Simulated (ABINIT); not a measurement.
# Cr (Im-3m) in ABINIT: further runs

One crystal, Cr, is run at these levels: PBEsol, BP86, HCTH407, PBE, PW91; tasks: band structure.

Everything below comes from runs of ABINIT 10.8.3 (patched build). Logs are shortened: lines on timing, memory, paths and dates and some standing lists are left out, and cuts for length are marked. The log counts tension as positive stress, the text compression.

**1. The structure**

The structure is cubic, space group Im-3m (No. 229). The conventional cell has a = 2.969 Å, b = 2.969 Å, c = 2.969 Å, α = 90.00°, β = 90.00°, γ = 90.00°. Cr (site symmetry m-3m) is surrounded by 8 Cr at 2.57 Å.

**2. Band structure, PBEsol, collinear spin, ferromagnetic start**

Input file run.abi:

```
ndtset 2

pp_dirpath "./"
pseudos "Cr.GGA_PBE-JTH.xml"

acell 3*1.0
rprim
    -2.8052033365     2.8052033365     2.8052033365
     2.8052033365    -2.8052033365     2.8052033365
     2.8052033365     2.8052033365    -2.8052033365
ntypat 1
znucl 24
natom 1
typat 1
xred
     0.0000000000     0.0000000000     0.0000000000

ecut 23.0
pawecutdg 45.0

ixc -116133

occopt 3
tsmear 0.05 eV

nsppol 2
spinat
     0.0000000000     0.0000000000     3.0000000000

nstep 100

iomode 3
prtwf 0
prteig 0
prtebands 0
enunit 1
prtden1 1

kptopt1 1
ngkpt1 12 12 12
nshiftk1 1
shiftk1 0.0 0.0 0.0
nband1 12
tolvrs1 1.0e-9

iscf2 -2
getden2 1
nband2 18
nbdbuf2 4
tolwfr2 1.0e-11
kptopt2 -5
ndivsm2 8
prteig2 1
prtvol2 -3
kptbounds2
     0.0000000000     0.0000000000     0.0000000000
     0.5000000000    -0.5000000000     0.5000000000
     0.0000000000     0.0000000000     0.5000000000
     0.0000000000     0.0000000000     0.0000000000
     0.2500000000     0.2500000000     0.2500000000
     0.5000000000    -0.5000000000     0.5000000000
```

Potentials or basis: JTH PAW PBE v2.0.

Launch:

```console
$ abinit run.abi > log 2>&1
```

run.abo:

```text
.Version 10.8.3 of ABINIT
 DATASET    1 : space group Im -3 m (#229); Bravais cI (body-center cubic)
================================================================================
 Values of the parameters that define the memory need for DATASET  1.
     intxc =       0    ionmov =       0      iscf =      17    lmnmax =      18
     lnmax =       6     mgfft =      24  mpssoang =       3    mqgrid =    3001
     natom =       1  nloc_mem =       2    nspden =       2   nspinor =       1
    nsppol =       2      nsym =      48    n1xccc =       1    ntypat =       1
    occopt =       3   xclevel =       2
       mpw =         475          nfft =       13824          nkpt =          72
 PAW method is used; the additional fine FFT grid is defined by:
   mgfftf=        30    nfftf =     27000
================================================================================
================================================================================

 DATASET    2 : space group Im -3 m (#229); Bravais cI (body-center cubic)
================================================================================
 Values of the parameters that define the memory need for DATASET  2.
     intxc =       0    ionmov =       0      iscf =      -2    lmnmax =      18
     lnmax =       6     mgfft =      24  mpssoang =       3    mqgrid =    3001
     natom =       1  nloc_mem =       2    nspden =       2   nspinor =       1
    nsppol =       2      nsym =      48    n1xccc =       1    ntypat =       1
    occopt =       3   xclevel =       2
       mpw =         478          nfft =       13824          nkpt =          48
 PAW method is used; the additional fine FFT grid is defined by:
   mgfftf=        30    nfftf =     27000
================================================================================
================================================================================

--------------------------------------------------------------------------------
------------- Echo of variables that govern the present computation ------------
--------------------------------------------------------------------------------
 -outvars: echo values of preprocessed input variables --------
            acell      1.0000000000E+00  1.0000000000E+00  1.0000000000E+00 Bohr
              amu      5.19961000E+01
             ecut      2.30000000E+01 Hartree
           enunit           1
           getden1          0
           getden2          1
             iscf1         17
             iscf2         -2
              ixc     -116133
           jdtset        1    2
           kptopt1          1
           kptopt2         -5
         kptrlatt       12    0    0      0   12    0      0    0   12
          kptrlen1     5.83050565E+01
          kptrlen2     3.00000000E+01
            natom           1
            nband1         12
            nband2         18
           nbdbuf1          0
           nbdbuf2          4
           ndtset           2
           ndivsm1          0
           ndivsm2          8
            ngfft          24      24      24
          ngfftdg          30      30      30
             nkpt1         72
             nkpt2         48
           nspden           2
           nsppol           2
            nstep         100
             nsym          48
           ntypat           1
           occopt           3
        pawecutdg      4.50000000E+01 Hartree
         pawxcdev           0
        prtebands           0
           prteig1          0
           prteig2          1
           prtvol1          0
           prtvol2         -3
            prtwf           0
            rprim     -2.8052033365E+00  2.8052033365E+00  2.8052033365E+00
                       2.8052033365E+00 -2.8052033365E+00  2.8052033365E+00
                       2.8052033365E+00  2.8052033365E+00 -2.8052033365E+00
           shiftk1     0.00000000E+00  0.00000000E+00  0.00000000E+00
           shiftk2     5.00000000E-01  5.00000000E-01  5.00000000E-01
          spgroup         229
           spinat      0.0000000000E+00  0.0000000000E+00  3.0000000000E+00
           tolvrs1     1.00000000E-09
[... 926 lines left out ...]
  4.0582E-01  4.0582E-01  4.0582E-01  6.8117E-01  6.8117E-01  6.8117E-01
  9.0568E-01  9.0568E-01  1.0102E+00  1.5805E+00  1.9448E+00  1.9534E+00

--- !ResultsGS
iteration_state: {dtset: 2, }
comment   : Summary of ground state results
lattice_vectors:
- [ -2.8052033,   2.8052033,   2.8052033, ]
- [  2.8052033,  -2.8052033,   2.8052033, ]
- [  2.8052033,   2.8052033,  -2.8052033, ]
lattice_lengths: [   4.85875,    4.85875,    4.85875, ]
lattice_angles: [109.471, 109.471, 109.471, ] # degrees, (23, 13, 12)
lattice_volume:   8.8298440E+01
convergence: {deltae:  0.000E+00, res2:  0.000E+00, residm:  9.981E-12, diffor:  0.000E+00, }
etotal    :  -8.73458918E+01
entropy   :   0.00000000E+00
fermie    :   3.27818095E-01
cartesian_stress_tensor: null
pressure_GPa: null
xred      :
- [  0.0000E+00,   0.0000E+00,   0.0000E+00, Cr]
cartesian_forces: null
force_length_stats: {min: null, max: null, mean: null, }
...

 Integrated electronic and magnetization densities in atomic spheres:
 ------------------------------------------------------------------------------------------------------------
 Radius=ratsph(iatom), smearing ratsm=  0.0000. Diff(up-dn)=approximate z local magnetic moment.
    Atom    Radius    up_density   dn_density  Total(up+dn)  Diff(up-dn)
    1 Cr   2.10818     6.029032     6.029032     12.058065    -0.000000
 ------------------------------------------------------------------------------------------------------------
  Sum:                 6.029032     6.029032     12.058065    -0.000000
 Total magnetization (from the atomic spheres):               -0.000000
 Total magnetization (exact up - dn):                          0.000000

================================================================================

 ----iterations are completed or convergence reached----

 Mean square residual over all n,k,spin=   59.174E-13; max=  99.806E-13
 reduced coordinates (array xred) for    1 atoms
       0.000000000000      0.000000000000      0.000000000000

 cartesian coordinates (angstrom) at end:
    1      0.00000000000000     0.00000000000000     0.00000000000000
 length scales=  1.000000000000  1.000000000000  1.000000000000 bohr
              =  0.529177210544  0.529177210544  0.529177210544 angstroms
 Eigenvalues (   eV  ) for nkpt=  48  k points, SPIN UP:
 kpt#   1, nband= 18, wtk=  1.00000, kpt=  0.0000  0.0000  0.0000 (reduced coord)
 -62.71724  -33.74719  -33.74719  -33.74719    1.34465    8.18649    8.18649    8.18649
   9.91221    9.91221   30.44590   30.44590   30.44590   36.39592   36.39592   39.44833
  39.44882   39.46152
 kpt#   2, nband= 18, wtk=  1.00000, kpt=  0.0455 -0.0455  0.0455 (reduced coord)
 -62.71215  -33.76498  -33.75544  -33.75544    1.51501    8.18027    8.18027    8.23962
   9.80816    9.95202   29.80996   30.48507   30.48507   35.25985   37.43124   37.97260
  37.97274   39.67860
 kpt#   3, nband= 18, wtk=  1.00000, kpt=  0.0909 -0.0909  0.0909 (reduced coord)
 -62.69750  -33.81515  -33.77979  -33.77979    2.01049    8.17310    8.17310    8.39569
   9.50610   10.06352   28.60268   30.39864   30.39864   33.05216   36.66358   36.66358
  39.65336   39.91767
 kpt#   4, nband= 18, wtk=  1.00000, kpt=  0.1364 -0.1364  0.1364 (reduced coord)
 -62.67488  -33.88708  -33.81866  -33.81866    2.78492    8.19559    8.19559    8.64479
   9.03589   10.22884   27.45716   29.69732   29.69732   30.81034   36.40092   36.40092
  39.63236   41.97080
 kpt#   5, nband= 18, wtk=  1.00000, kpt=  0.1818 -0.1818  0.1818 (reduced coord)
[... 160 lines left out ...]
 -62.52743  -34.19556  -34.19556  -34.02604    5.91107    5.91107    8.94270   10.63759
  10.63759   17.63672   17.63672   18.62272   27.12481   27.12481   31.11886   39.14570
  45.45205   49.51289
 kpt#  46, nband= 18, wtk=  1.00000, kpt=  0.4500 -0.3500  0.4500 (reduced coord)
 -62.51401  -34.19018  -34.19018  -34.10668    5.58214    5.58214    9.94029   10.84200
  10.84200   18.06670   18.06670   18.61373   25.82301   25.82301   29.24364   41.58047
  46.77793   50.54891
 kpt#  47, nband= 18, wtk=  1.00000, kpt=  0.4750 -0.4250  0.4750 (reduced coord)
 -62.50483  -34.18562  -34.18562  -34.16349    5.36585    5.36585   10.73222   10.98919
  10.98919   18.40342   18.40342   18.56624   24.95562   24.95562   27.95018   42.73762
  49.60272   51.76444
 kpt#  48, nband= 18, wtk=  1.00000, kpt=  0.5000 -0.5000  0.5000 (reduced coord)
 -62.50156  -34.18378  -34.18378  -34.18378    5.29078    5.29078   11.04285   11.04285
  11.04285   18.53561   18.53561   18.53561   24.64482   24.64482   27.48759   43.00776
  52.92032   53.15458
 Eigenvalues (   eV  ) for nkpt=  48  k points, SPIN DOWN:
 kpt#   1, nband= 18, wtk=  1.00000, kpt=  0.0000  0.0000  0.0000 (reduced coord)
 -62.71724  -33.74719  -33.74719  -33.74719    1.34465    8.18649    8.18649    8.18649
   9.91221    9.91221   30.44590   30.44590   30.44590   36.39592   36.39592   39.44833
  39.44881   39.46152
 kpt#   2, nband= 18, wtk=  1.00000, kpt=  0.0455 -0.0455  0.0455 (reduced coord)
 -62.71215  -33.76498  -33.75544  -33.75544    1.51501    8.18027    8.18027    8.23962
   9.80816    9.95202   29.80996   30.48507   30.48507   35.25985   37.43124   37.97260
  37.97274   39.67860
 kpt#   3, nband= 18, wtk=  1.00000, kpt=  0.0909 -0.0909  0.0909 (reduced coord)
 -62.69750  -33.81515  -33.77979  -33.77979    2.01049    8.17310    8.17310    8.39569
   9.50610   10.06352   28.60268   30.39864   30.39864   33.05216   36.66358   36.66358
  39.65336   39.91767
 kpt#   4, nband= 18, wtk=  1.00000, kpt=  0.1364 -0.1364  0.1364 (reduced coord)
 -62.67488  -33.88708  -33.81866  -33.81866    2.78492    8.19559    8.19559    8.64479
   9.03589   10.22884   27.45716   29.69732   29.69732   30.81034   36.40092   36.40092
  39.63236   41.97080
 kpt#   5, nband= 18, wtk=  1.00000, kpt=  0.1818 -0.1818  0.1818 (reduced coord)
[... 161 lines left out ...]
  10.63759   17.63672   17.63672   18.62273   27.12481   27.12481   31.11886   39.14570
  45.45205   49.51289
 kpt#  46, nband= 18, wtk=  1.00000, kpt=  0.4500 -0.3500  0.4500 (reduced coord)
 -62.51401  -34.19018  -34.19018  -34.10668    5.58214    5.58214    9.94029   10.84200
  10.84200   18.06670   18.06670   18.61373   25.82301   25.82301   29.24364   41.58047
  46.77793   50.54891
 kpt#  47, nband= 18, wtk=  1.00000, kpt=  0.4750 -0.4250  0.4750 (reduced coord)
 -62.50483  -34.18562  -34.18562  -34.16349    5.36585    5.36585   10.73222   10.98919
  10.98919   18.40342   18.40342   18.56624   24.95562   24.95562   27.95018   42.73762
  49.60272   51.76444
 kpt#  48, nband= 18, wtk=  1.00000, kpt=  0.5000 -0.5000  0.5000 (reduced coord)
 -62.50156  -34.18378  -34.18378  -34.18378    5.29078    5.29078   11.04285   11.04285
  11.04285   18.53561   18.53561   18.53561   24.64482   24.64482   27.48759   43.00776
  52.92032   53.15458

== END DATASET(S) ==============================================================
================================================================================

 -outvars: echo values of variables after computation  --------
            acell      1.0000000000E+00  1.0000000000E+00  1.0000000000E+00 Bohr
           etotal1    -8.7345891802E+01
            fcart1    -0.0000000000E+00 -0.0000000000E+00 -0.0000000000E+00
            rprim     -2.8052033365E+00  2.8052033365E+00  2.8052033365E+00
                       2.8052033365E+00 -2.8052033365E+00  2.8052033365E+00
                       2.8052033365E+00  2.8052033365E+00 -2.8052033365E+00
           strten1     1.0940434488E-03  1.0940434488E-03  1.0940434488E-03
                       0.0000000000E+00  0.0000000000E+00  0.0000000000E+00
 Calculation completed.
```

Wall time 66 s (1 thread of Arm Neoverse V1, shared host); peak memory 0.12 GiB.

What came out:

```yaml
Free_energy: -2376.8028 eV
Pressure: -32.2 GPa
Band_gap_on_the_k_mesh: none (metal or under the smearing width)
Net_moment: 0.00 μB per cell
Valence_electrons_inside_the_program's_atomic_spheres: Cr 12.06 (radii [1.1156] Å)
```

Levels at the corners of the path, in eV from the Fermi level:
Spin up:
```tsv
point	band 5	band 6	band 7	band 8	band 9	band 10
Γ	-7.58	-0.73	-0.73	-0.73	0.99	0.99
H	-3.63	-3.63	2.12	2.12	2.12	9.62
N	-3.89	-2.04	0.95	0.98	1.26	2.45
Γ	-7.58	-0.73	-0.73	-0.73	0.99	0.99
P	-2.00	-2.00	-2.00	1.31	1.31	9.23
H	-3.63	-3.63	2.12	2.12	2.12	9.62
```
Spin down:
| point | band 3 | band 4 | band 5 | band 6 | band 7 | band 8 | band 9 | band 10 | band 11 | band 12 |
| --- | --- | --- | --- | --- | --- | --- | --- | --- | --- | --- |
| Γ | -42.67 | -42.67 | -7.58 | -0.73 | -0.73 | -0.73 | 0.99 | 0.99 | 21.53 | 21.53 |
| H | -43.10 | -43.10 | -3.63 | -3.63 | 2.12 | 2.12 | 2.12 | 9.62 | 9.62 | 9.62 |
| N | -42.87 | -42.67 | -3.89 | -2.04 | 0.95 | 0.98 | 1.26 | 2.45 | 8.37 | 16.28 |
| Γ | -42.67 | -42.67 | -7.58 | -0.73 | -0.73 | -0.73 | 0.99 | 0.99 | 21.53 | 21.53 |
| P | -42.97 | -42.97 | -2.00 | -2.00 | -2.00 | 1.31 | 1.31 | 9.23 | 9.23 | 9.23 |
| H | -43.10 | -43.10 | -3.63 | -3.63 | 2.12 | 2.12 | 2.12 | 9.62 | 9.62 | 9.62 |

Caveat: the starting moments collapsed, and a magnetic state may lie lower; a pressure of tens of GPa on the cell as given is suspect, and the run, the potentials or the cell itself is likely at fault; the PAW data sets were made with another functional, which shifts forces and pressure a little.

**3. Band structure, BP86, collinear spin, ferromagnetic start**

Changes to run.abi since step 2:

```diff
@@ -5,7 +5,7 @@
 
-acell 3*1.0
+acell 3*1.0 Angstrom
 rprim
-    -2.8052033365     2.8052033365     2.8052033365
-     2.8052033365    -2.8052033365     2.8052033365
-     2.8052033365     2.8052033365    -2.8052033365
+    -1.4844496776     1.4844496776     1.4844496776
+     1.4844496776    -1.4844496776     1.4844496776
+     1.4844496776     1.4844496776    -1.4844496776
 ntypat 1
@@ -20,3 +20,3 @@
 
-ixc -116133
+ixc -106132
```

Potentials or basis: JTH PAW PBE v2.0.

Launch:

```console
$ abinit run.abi > log 2>&1
```

It took 61 s on 1 thread of Arm Neoverse V1, shared host; peak memory 0.12 GiB.

The run converged. Its results:

- Free energy: -2379.0324 eV
- Pressure: -24.9 GPa
- Band gap on the k mesh: none (metal or under the smearing width)
- Net moment: 0.00 μB per cell
- Valence electrons inside the program's atomic spheres: Cr 12.08 (radii [1.1156] Å)

Levels at the corners of the path, in eV from the Fermi level:
Spin up:
| point | band 3 | band 4 | band 5 | band 6 | band 7 | band 8 | band 9 | band 10 | band 11 | band 12 |
| --- | --- | --- | --- | --- | --- | --- | --- | --- | --- | --- |
| Γ | -42.79 | -42.79 | -7.50 | -0.77 | -0.77 | -0.77 | 1.01 | 1.01 | 21.62 | 21.62 |
| H | -43.22 | -43.22 | -3.59 | -3.59 | 2.07 | 2.07 | 2.07 | 9.67 | 9.67 | 9.67 |
| N | -42.99 | -42.79 | -3.87 | -2.07 | 0.97 | 1.03 | 1.28 | 2.40 | 8.38 | 16.38 |
| Γ | -42.79 | -42.79 | -7.50 | -0.77 | -0.77 | -0.77 | 1.01 | 1.01 | 21.62 | 21.62 |
| P | -43.09 | -43.09 | -2.00 | -2.00 | -2.00 | 1.32 | 1.32 | 9.27 | 9.27 | 9.27 |
| H | -43.22 | -43.22 | -3.59 | -3.59 | 2.07 | 2.07 | 2.07 | 9.67 | 9.67 | 9.67 |
Spin down:
| point | band 5 | band 6 | band 7 | band 8 | band 9 | band 10 |
| --- | --- | --- | --- | --- | --- | --- |
| Γ | -7.50 | -0.77 | -0.77 | -0.77 | 1.01 | 1.01 |
| H | -3.59 | -3.59 | 2.07 | 2.07 | 2.07 | 9.67 |
| N | -3.87 | -2.07 | 0.97 | 1.03 | 1.28 | 2.40 |
| Γ | -7.50 | -0.77 | -0.77 | -0.77 | 1.01 | 1.01 |
| P | -2.00 | -2.00 | -2.00 | 1.32 | 1.32 | 9.27 |
| H | -3.59 | -3.59 | 2.07 | 2.07 | 2.07 | 9.67 |

Caveat: the starting moments collapsed, and a magnetic state may lie lower; so large a pressure means that the cell lies far from this level's equilibrium, or that cutoff or potentials fall short; the potentials were made for another functional, which shifts forces and pressure.

**4. Band structure, HCTH407, collinear spin, ferromagnetic start**

Changes to run.abi since step 3:

```diff
@@ -1,3 +1,5 @@
+# Datasets: ground state, then fixed potential
 ndtset 2
 
+# Pseudopotentials
 pp_dirpath "./"
@@ -5,7 +7,8 @@
 
-acell 3*1.0 Angstrom
+# Structure
+acell 3*1.0
 rprim
-    -1.4844496776     1.4844496776     1.4844496776
-     1.4844496776    -1.4844496776     1.4844496776
-     1.4844496776     1.4844496776    -1.4844496776
+    -2.8052033365     2.8052033365     2.8052033365
+     2.8052033365    -2.8052033365     2.8052033365
+     2.8052033365     2.8052033365    -2.8052033365
 ntypat 1
@@ -17,7 +20,10 @@
 
-ecut 23.0
+# Plane-wave basis
+ecut 625.861884 eV
 pawecutdg 45.0
 
-ixc -106132
+# Exchange and correlation
+ixc 27
 
+# Bands and occupations
 occopt 3
@@ -25,2 +31,3 @@
 
+# Spin
 nsppol 2
@@ -29,4 +36,6 @@
 
+# SCF cycle
 nstep 100
 
+# Output
 iomode 3
@@ -37,3 +46,7 @@
 prtden1 1
+prtvha1 1
+prtvclmb1 1
+prtpot1 1
 
+# Dataset 1
 kptopt1 1
@@ -45,2 +58,3 @@
 
+# Dataset 2: bands along G-H-N-G-P-H
 iscf2 -2
@@ -53,3 +67,2 @@
 prteig2 1
-prtvol2 -3
 kptbounds2
```

Launch:

```console
$ abinit run.abi > log 2>&1
```

Wall time 89 s (1 thread of Arm Neoverse V1, shared host); peak memory 0.13 GiB.

It converged, with:

| Quantity | Value |
| --- | --- |
| Free energy | -2386.6464 eV |
| Pressure | -30.7 GPa |
| Band gap on the k mesh | none (metal or under the smearing width) |
| Net moment | 0.00 μB per cell |
| Valence electrons inside the program's atomic spheres | Cr 12.06 (radii [1.1156] Å) |

Levels at the corners of the path, in eV from the Fermi level:
Spin up:
```csv
point,band 3,band 4,band 5,band 6,band 7,band 8,band 9,band 10,band 11,band 12
Γ,-43.16,-43.16,-7.55,-0.66,-0.66,-0.66,0.94,0.94,21.40,21.40
H,-43.57,-43.57,-3.64,-3.64,2.03,2.03,2.03,9.96,9.96,9.96
N,-43.35,-43.17,-3.80,-1.94,0.87,0.97,1.24,2.34,8.42,16.06
Γ,-43.16,-43.16,-7.55,-0.66,-0.66,-0.66,0.94,0.94,21.40,21.40
P,-43.45,-43.45,-1.95,-1.95,-1.95,1.29,1.29,9.00,9.00,9.00
H,-43.57,-43.57,-3.64,-3.64,2.03,2.03,2.03,9.96,9.96,9.96
```
Spin down:
```
point  band 3  band 4  band 5  band 6  band 7  band 8  band 9  band 10  band 11  band 12
    Γ  -43.16  -43.16   -7.55   -0.66   -0.66   -0.66    0.94     0.94    21.40    21.40
    H  -43.57  -43.57   -3.64   -3.64    2.03    2.03    2.03     9.96     9.96     9.96
    N  -43.35  -43.17   -3.80   -1.94    0.87    0.97    1.24     2.34     8.42    16.06
    Γ  -43.16  -43.16   -7.55   -0.66   -0.66   -0.66    0.94     0.94    21.40    21.40
    P  -43.45  -43.45   -1.95   -1.95   -1.95    1.29    1.29     9.00     9.00     9.00
    H  -43.57  -43.57   -3.64   -3.64    2.03    2.03    2.03     9.96     9.96     9.96
```

Caveat: the starting moments collapsed, and a magnetic state may lie lower; a pressure of tens of GPa on the cell as given is suspect, and the run, the potentials or the cell itself is likely at fault; the PAW data sets were made with another functional, which shifts forces and pressure a little.

(Continued in part 2 of 2.)
